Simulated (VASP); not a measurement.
Set up this calculation in VASP 6.6.1, as the native input.

| Property | Result |
| --- | --- |
| Task | single point |
| Functional | LDA |
| Potentials or basis | VASP PAW LDA potentials, release 64 (K_sv) |
| Cutoff | 520 eV |
| k mesh | 6 × 6 × 12 |
| Occupations | gaussian, width 0.15 eV |
| Spin | no spin polarisation |
| Dipole correction | no |
| Further INCAR settings | ALGO = Fast; EDIFF = 1e-06; NBANDS = 10 |

The structure of K lies in POSCAR:

```
K
1.0
   10.0796055900      0.0000000000      0.0000000000
    0.0000000000     10.0796055900      0.0000000000
    0.0000000000      0.0000000000      4.3245983300
K
1
Direct
    0.0000000000      0.0000000000      0.0000000000
```

This isn't the form of K at room conditions, which is bcc.

One way to write it, as run:

INCAR

```
SYSTEM = K
PREC = Accurate
ENCUT = 520
EDIFF = 1E-6
ISMEAR = 0
SIGMA = 0.15
LREAL = .False.
LASPH = .True.
NELM = 100
ALGO = Fast
ISIF = 2
LWAVE = .False.
LCHARG = .False.
NBANDS = 10
```

KPOINTS

```
regular mesh
0
Gamma
  6 6 12
  0 0 0
```

Potentials or basis: VASP PAW LDA potentials, release 64 (K_sv).

The run is started by

```sh
$ cat potpaw_LDA.64/K_sv/POTCAR > POTCAR
$ mpirun -np 1 vasp_std > vasp.out
```

It gave:

| Item | Value |
| --- | --- |
| Pressure | 0.0 GPa |
| Band gap on the k mesh | none (metal or under the smearing width) |

Wall time 3.7 min on 1 thread of Intel(R) Xeon(R) Platinum 8559C (Emerald Rapids), on a shared host, peak memory 0.54 GiB.
